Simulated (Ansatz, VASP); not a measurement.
## TaN: VASP beside Ansatz

Contents of INCAR:

```
PREC = Accurate
ENCUT = 520
EDIFF = 1E-7
ISMEAR = -1
SIGMA = 0.05
LREAL = False
LASPH = True
NELM = 100
ALGO = Normal
ISIF = 2
LWAVE = False
LCHARG = False
LMAXMIX = 4
GGA = PE
```

Contents of KPOINTS:

```
regular mesh
0
Gamma
  10 10 5
```

Contents of POSCAR:

```
TaN
1.0
    2.9217699809      0.0000000000      0.0000000000
   -1.4608849905      2.5303270275      0.0000000000
    0.0000000000      0.0000000000      5.9165150000
Ta N
2 2
Direct
    0.0000000000      0.0000000000      0.5000000000
    0.0000000000      0.0000000000      0.0000000000
    0.3333333333      0.6666666667      0.2500000000
    0.6666666667      0.3333333333      0.7500000000
```

Contents of KPOINTS_OPT:

```
path GMKGALHA,LM,KH
10
line-mode
reciprocal
 0.0000000000  0.0000000000  0.0000000000  G
 0.5000000000  0.0000000000  0.0000000000  M

 0.5000000000  0.0000000000  0.0000000000  M
 0.3333333333  0.3333333333  0.0000000000  K

 0.3333333333  0.3333333333  0.0000000000  K
 0.0000000000  0.0000000000  0.0000000000  G

 0.0000000000  0.0000000000  0.0000000000  G
 0.0000000000  0.0000000000  0.5000000000  A

 0.0000000000  0.0000000000  0.5000000000  A
 0.5000000000  0.0000000000  0.5000000000  L

 0.5000000000  0.0000000000  0.5000000000  L
 0.3333333333  0.3333333333  0.5000000000  H

 0.3333333333  0.3333333333  0.5000000000  H
 0.0000000000  0.0000000000  0.5000000000  A

 0.5000000000  0.0000000000  0.5000000000  L
 0.5000000000  0.0000000000  0.0000000000  M

 0.3333333333  0.3333333333  0.0000000000  K
 0.3333333333  0.3333333333  0.5000000000  H
```

input.yaml

```yaml
crystal:
  lattice:
    - [2.9217699809, 0.0, 0.0]
    - [-1.4608849905, 2.5303270275, 0.0]
    - [0.0, 0.0, 5.916515]
  atoms:
    - { symbol: Ta, position: [0.0, 0.0, 0.5] }
    - { symbol: Ta, position: [0.0, 0.0, 0.0] }
    - { symbol: "N", position: [0.3333333333, 0.6666666667, 0.25] }
    - { symbol: "N", position: [0.6666666667, 0.3333333333, 0.75] }
hamiltonian:
  xc: pbe
  pseudopotentials: { kind: paw }
kpoints:
  mp_grid: { grid: [10, 10, 5] }
  band_path:
    path:
      - [[0.0, 0.0, 0.0], [0.5, 0.0, 0.0], [0.3333333333, 0.3333333333, 0.0], [0.0, 0.0, 0.0], [0.0, 0.0, 0.5], [0.5, 0.0, 0.5], [0.3333333333, 0.3333333333, 0.5], [0.0, 0.0, 0.5]]
      - [[0.5, 0.0, 0.5], [0.5, 0.0, 0.0]]
      - [[0.3333333333, 0.3333333333, 0.0], [0.3333333333, 0.3333333333, 0.5]]
    npoints: 14
scf:
  occupations: { method: fermi_dirac, width: 0.05 }
  n_extra_bands: 10
output:
  forces: true
  stress: true
  eigenvalues: true
  fatbands: false
```

The cell comes from a database or a generator and needn't be the stable form of this composition.

Alike in both runs: task band structure; functional PBE; k mesh 10 × 10 × 5; occupations fermi-dirac, width 0.05 eV; no spin polarisation.

```csv
,VASP,Ansatz
version,VASP 6.6.1,Ansatz 0.2.0
potentials or method,"VASP PAW PBE potentials, release 64 (Ta_pv, N)",Ansatz PAW
plane-wave cutoff (eV),520,420
valence electrons in the cell,32,36
```

|  | VASP | Ansatz | Ansatz less VASP |
| --- | --- | --- | --- |
| gap on the k mesh at the Fermi level (eV) | none | none | - |
| pressure (GPa) | -0.4 | -1.0 | -0.69 |
| largest component of the traceless stress (GPa) | 0.14 | 0.09 | -0.048 |

A gap of «none» marks a metal or a gap that the smearing closes. The two sets of potentials don't hold the same shells in valence.

Caveats: spin-orbit coupling is left out, which moves the levels of the heavy elements; the pressure holds a Pulay correction of +0.4 GPa for the finite cutoff (Ansatz).
